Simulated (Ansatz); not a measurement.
# Te2Mo monolayer (2H) under biaxial strain in the plane of the sheet, part 2 of 2

Wanted: the shifts of the zone-centre modes of Te2Mo monolayer (2H) with strain.

Ansatz 0.2.0; DFT PBEsol, scalar-relativistic, plane waves, PAW; PAW set soft_1.

So far, highest optical mode at the zone centre (no LO-TO term) (cm⁻¹): step 4 (zone-centre response at rest) 295.

## Step 6: Modes of this member: biaxial strain of +5 % in the plane of the sheet (continued)

Without the LO-TO term. Patterns of degenerate modes are one choice out of their space. The modes at Γ (shares of kinetic energy by element, %):

| mode | frequency (cm⁻¹) | symmetry | Mo % | Te % |
| --- | --- | --- | --- | --- |
| 1 | 0.0 | acoustic | 27 | 73 |
| 2 | 0.0 | acoustic | 27 | 73 |
| 3 | 0.0 | acoustic | 27 | 73 |
| 4 | 114.3 | E'' | 0 | 100 |
| 5 | 114.3 | E'' | 0 | 100 |
| 6 | 172.3 | A1' | 0 | 100 |
| 7 | 227.6 | E' | 73 | 27 |
| 8 | 227.6 | E' | 73 | 27 |
| 9 | 284.8 | A2'' | 73 | 27 |

The lowest optical mode is real, 114 cm⁻¹, and the highest lies at 284.8 cm⁻¹.

For the highest optical mode at the zone centre (no LO-TO term), step 4 gave 295 cm⁻¹; this run, with strain 5 %, gives 285 cm⁻¹ (-4 %).

## Step 7: Relaxation of a member: biaxial strain of -3 % in the plane of the sheet

The cell takes a biaxial strain of -3 % in the plane of the sheet. The cell is held, and the atoms relax in it.

File input.yaml:

```yaml
crystal:
  lattice:
    - [3.3862468047, 0.0, 0.0]
    - [-1.6931234024, 2.9325757564, 0.0]
    - [0.0, 0.0, 31.0]
  atoms:
    - { symbol: Mo, position: [0.3333333333, 0.6666666667, 0.3225806452] }
    - { symbol: Te, position: [0.6666666667, 0.3333333333, 0.3816505027] }
    - { symbol: Te, position: [0.6666666667, 0.3333333333, 0.2635107877] }
  periodic: [true, true, false]
kpoints:
  mp_grid: { grid: [9, 9, 1] }
hamiltonian:
  xc: pbesol
  pseudopotentials: { kind: paw, azcp: { folder: soft_1 }, xc_functional: pbe }
scf:
  occupations: { method: gaussian, width: 0.02 }
output:
  forces: true
  stress: true
  eigenvalues: true
relax:
  adjacent_minimum: "off"
  f_tol: 0.001
  max_steps: 60
```

Command:

```bash
ansatz run input.yaml --threads 4 --pin off --max-ram 16384MiB --backend cpu --events-out ev --progress --plain --runs-dir out
```

Elapsed: 15 s, on 4 threads of Arm Neoverse V1, shared host; peak memory 0.6 GiB.

The steps of the relaxation:

```csv
step,energy less that of the first step (eV),largest force component (eV/Å)
1,0.0000,0.2086
2,0.0176,0.5218
3,-0.0030,0.0078
4,-0.0030,0.0001
5,-0.0030,0.0001
```

Relaxation step 2 was tried and not accepted.

Forces are held to the 12 operations that the run works with; a distortion that breaks them can't arise in this run.

The atoms that moved most (Å):

```csv
atom,dx,dy,dz,length
Te2,0.000,0.000,0.014,0.014
Te3,0.000,0.000,-0.014,0.014
```

The relaxed structure:

```xyz
3
Lattice="3.3862 0.0000 0.0000 -1.6931 2.9326 0.0000 0.0000 0.0000 31.0000" Properties=species:S:1:pos:R:3
Mo    0.0000    1.9551   10.0000
Te    1.6931    0.9775   11.8456
Te    1.6931    0.9775    8.1544
```

Numbers from this step:

| Quantity | Value |
| --- | --- |
| gap on the k-mesh | 1.173 eV |
| area per atom | 3.31 Å² |

The largest force component left is 0.10 meV/Å.

## Step 8: Modes of this member: biaxial strain of -3 % in the plane of the sheet

The zone-centre modes follow for biaxial strain of -3 % in the plane of the sheet.

input.yaml, the sections that differ from step 7:

```yaml
crystal:
  lattice:
    - [3.3862468047, 0.0, 0.0]
    - [-1.6931234024, 2.9325757564, 0.0]
    - [0.0, 0.0, 31.0]
  atoms:
    - { symbol: Mo, position: [0.3333333333, 0.6666666667, 0.3225806452] }
    - { symbol: Te, position: [0.6666666667, 0.3333333333, 0.3821159856] }
    - { symbol: Te, position: [0.6666666667, 0.3333333333, 0.2630453048] }
  periodic: [true, true, false]
scf:
  occupations: { method: fixed }
output:
  eigenvalues: true
phonons:
  method: dfpt
# kpoints, hamiltonian: as in step 7
# relax: removed
```

Elapsed: 48 s, on 4 threads; peak memory 1.1 GiB; 3 min of CPU time.

Numbers from this step:

- sum-rule residual before enforcement: 3.54e-4 eV/Å²
- highest optical mode at the zone centre (no LO-TO term): 297.5 cm⁻¹
- lowest optical zone-centre mode: 118.6 cm⁻¹

Without the LO-TO term. Patterns of degenerate modes are one choice out of their space. The modes at Γ (shares of kinetic energy by element, %):

```
mode  frequency (cm⁻¹)  symmetry  Mo %  Te %
   1               0.0  acoustic    27    73
   2               0.0  acoustic    27    73
   3               0.0  acoustic    27    73
   4             118.6       E''     0   100
   5             118.6       E''     0   100
   6             173.8       A1'     0   100
   7             240.0        E'    73    27
   8             240.0        E'    73    27
   9             297.5      A2''    73    27
```

The lowest optical mode is real, 119 cm⁻¹, and the highest lies at 297.5 cm⁻¹.

## Step 9: The series together

The members are set side by side, also those not shown above.

Energies are extrapolated to zero smearing, and E0 is that at rest; the cell is clamped and the atoms are relaxed. State of the crystal along the series:

```csv
strain (%),E - E0 (meV/atom),gap on mesh (eV)
-3,23.45,1.173
-2,10.19,1.265
-1,2.492,1.296
0,0,1.203
1,2.389,1.116
2,9.358,1.033
3,20.65,0.9575
4,36.02,0.8882
5,55.26,0.8255
```

Optical modes are counted from below at rest and tracked from member to member by their patterns, and modes that stay within 0.3 cm⁻¹ of each other stand once; labels, where given, are those at rest; the cell is clamped and the atoms are relaxed. Optical modes along the series:

| strain (%) | optical mode 1 E'' (cm⁻¹) | optical mode 2 A1' (cm⁻¹) | optical mode 3 E' (cm⁻¹) | optical mode 4 A2'' (cm⁻¹) |
| --- | --- | --- | --- | --- |
| -3 | 118.6 | 173.8 | 240 | 297.5 |
| -2 | 118.6 | 173.7 | 239.8 | 297.1 |
| -1 | 118.5 | 173.5 | 239.2 | 296.3 |
| 0 | 118.2 | 173.3 | 238.2 | 295.3 |
| 1 | 117.7 | 173.2 | 236.8 | 293.9 |
| 2 | 117.1 | 173 | 235 | 292.1 |
| 3 | 116.3 | 172.8 | 232.9 | 290 |
| 4 | 115.4 | 172.5 | 230.4 | 287.6 |
| 5 | 114.3 | 172.3 | 227.6 | 284.8 |

Value and slope at zero strain of a cubic (a lower polynomial where under five rows exist) through the rows within 2 % of rest. Slopes at rest:

```csv
mode,frequency (cm⁻¹),shift per percent of strain (cm⁻¹)
optical mode 1 E'',118.2,-0.38
optical mode 2 A1',173.3,-0.19
optical mode 3 E',238.2,-1.21
optical mode 4 A2'',295.3,-1.24
```

## Step 10: What came out

* members: 9
* highest optical mode at the zone centre (no LO-TO term), at rest: 295.3 cm⁻¹
* optical mode 1 E'', shift per percent: -0.38 cm⁻¹
* optical mode 2 A1', shift per percent: -0.19 cm⁻¹
* optical mode 3 E', shift per percent: -1.21 cm⁻¹
* optical mode 4 A2'', shift per percent: -1.24 cm⁻¹

Within 2 % of rest optical mode 1 E'', optical mode 3 E' and optical mode 4 A2'' bend away from a straight line, so a single slope holds only near rest. These are harmonic frequencies at zero temperature: anharmonic shifts, linewidths and thermal expansion are left out. Spin-orbit coupling is left out, which can matter for the heavy elements here. The starting cell was built on a prototype and not taken from a measurement. The PAW files were made for PBE; the program adapts parts of them to the functional of the run, but their partial waves stay those of PBE, an approximation that was not tested in this session. Only the zone centre was solved, so an instability at another wavevector cannot show here. In a sheet the LO-TO splitting vanishes at the zone centre, so no such term is missing here.

[Logs are printed without paths, hosts, clocks, repeated set-up lines and the standing remarks that a program may print on its own settings, such as how far it seeks lower states.]

[Hosts, paths, dates, database ids (printed as entryN), source tags and the programs' standing remarks are cut or masked in the printed files.]
